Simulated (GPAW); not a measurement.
BaTiO3:

```
Ba Ti O
1.0
     3.99980    0.00000    0.00000
     0.00000    3.99980    0.00000
     0.00000    0.00000    4.01800
Ba Ti O
1 1 3
Direct
  0.00000 0.00000 0.00000
  0.50000 0.50000 0.49000
  0.00000 0.50000 0.51700
  0.50000 0.00000 0.51700
  0.50000 0.50000 0.01900
```

Program: GPAW 26.7.0. Alike in all runs: task band structure; cell as given; cutoff (eV) 800; smearing fermi-dirac 0.05 eV.

Task: Order these runs on this cell by their pressure, lowest first.
A. level LDA; potentials or basis the program's PAW data sets (release 1.2.1) made for this functional, pw; spin off; k mesh 5 × 5 × 5; band points 60
B. level PBEsol; potentials or basis PAW data sets generated in the run's folder for this functional, pw; spin off; k mesh 7 × 7 × 7; band points 80
C. level BLYP; potentials or basis PAW data sets generated in the run's folder for this functional, pw; spin SOC, no magnetisation; k mesh 4 × 4 × 4; band points 80; eigensolver davidson; spin axis theta (degrees) 90; spin axis phi (degrees) 0; soc after scf second variation

Result: A (-7.2 GPa), B (-2.4 GPa), C (9.2 GPa).

Caveats: spin-orbit coupling was added after a scalar SCF, so levels and gaps hold it while energy, forces, pressure and moments don't (some runs).

Runs at the PBE level aren't shown here.
